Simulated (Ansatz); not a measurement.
Gas-phase electronic energies from Ansatz, PBE0-D4/def2-TZVP geometries. CCSD(T)/CBS is the MP2 limit (def2-TZVPP, def2-QZVPP) plus CCSD(T) − MP2 in def2-TZVPP, frozen cores. DFT in def2-TZVPP. B3LYP here is the variant with VWN-RPA as its local correlation; programs differ in this. One conformer a species, not always the lowest.

Consider the substitution at a C–C bond: `CCCCCCCC(C)=O` + `CC(C)(C)O` → `CC(=O)OC(C)(C)C` + `CCCCCCC`.

```tsv
level	ΔE (kJ/mol)
B3LYP-D4	-54.5
PBE	-56.7
revPBE	-56.4
MP2/def2-SVP	-59.4
MP2/def2-TZVPP	-46.9
HF/def2-QZVPP	-58.2
MP2/def2-QZVPP	-45.5
MP2/CBS(def2)	-44.7
```

Problem. What does CCSD(T)/CBS give? (Best estimate.)

Solution. The calculation gave: -45.4 kJ/mol. The listed levels differ from it by -9.1, -11.3, -11.0, -14.0, -1.5, -12.8, -0.1, 0.7 kJ/mol.

Largest T1 diagnostic among the species: 0.013.

Leaving LDA and LC-ωPBE aside and taking each functional with its dispersion term where it has one, the values, not all of them listed here, spread over 8.3 kJ/mol, from r2SCAN-D4 to ωB97M-V. LDA lies −3.7 kJ/mol from PBE without D4. At CCSD(T), def2-SVP lies −14.6 kJ/mol from the extrapolated value and def2-TZVPP −2.2 kJ/mol. The D4 term adds +3.7 kJ/mol with B3LYP and +2.2 kJ/mol with PBE0; it sums over pairs of atoms, weighted by their polarisabilities, and B3LYP, whose exchange is more repulsive, gets the larger term.

CCSD(T)/CBS has its own doubt, a few kJ/mol and more with outer-core shells, so smaller differences from it don't rank the levels.
